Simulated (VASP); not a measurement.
Write the native input for VASP 6.6.1 that does the following.

| Property | Result |
| --- | --- |
| Task | single point |
| Functional | PBE |
| Potentials or basis | VASP PAW PBE potentials, release 64 (In_d) |
| Cutoff | 520 eV |
| k mesh | 8 × 8 × 8 |
| Occupations | gaussian, width 0.1 eV |
| Spin | no spin polarisation |
| Dipole correction | no |
| Further INCAR settings | ALGO = Normal; EDIFF = 1e-06; NBANDS = 12 |

The structure of In lies in POSCAR:

```
In
1.0
    2.8977094750     -0.0092337041      0.0019333068
    1.3511748701      2.6574447915      0.0315613032
    1.4007503594      0.8913993344      2.4516766216
In
1
Direct
    0.0000000000      0.0000000000      0.0000000000
```

This isn't the form of In at room conditions, which is tetragonal.

The cell isn't the ideal one: Sc replaced by In, lengths x 0.901, strained and moved within the space group.

These files were run (other wordings do the same):

INCAR

```
SYSTEM = In
PREC = Accurate
ENCUT = 520
EDIFF = 1E-6
ISMEAR = 0
SIGMA = 0.1
LREAL = .FALSE.
LASPH = .TRUE.
NELM = 100
ALGO = Normal
ISIF = 2
LWAVE = .FALSE.
LCHARG = .FALSE.
GGA = PE
NBANDS = 12
```

KPOINTS

```
regular mesh
0
G
  8 8 8
  0 0 0
```

Potentials or basis: VASP PAW PBE potentials, release 64 (In_d).

The run is started by

```sh
$ cat potpaw_PBE.64/In_d/POTCAR > POTCAR
$ mpirun -np 1 vasp_std > vasp.out
```

Results of the run:

| Property | Result |
| --- | --- |
| Pressure | 35.4 GPa |
| Band gap on the k mesh | none (metal or under the smearing width) |

Caveat: so large a pressure means that the cell lies far from this level's equilibrium, or that cutoff or potentials fall short.

Wall time 14 s on 1 thread of Intel(R) Xeon(R) 6975P-C (Granite Rapids), on a shared host, peak memory 0.18 GiB.
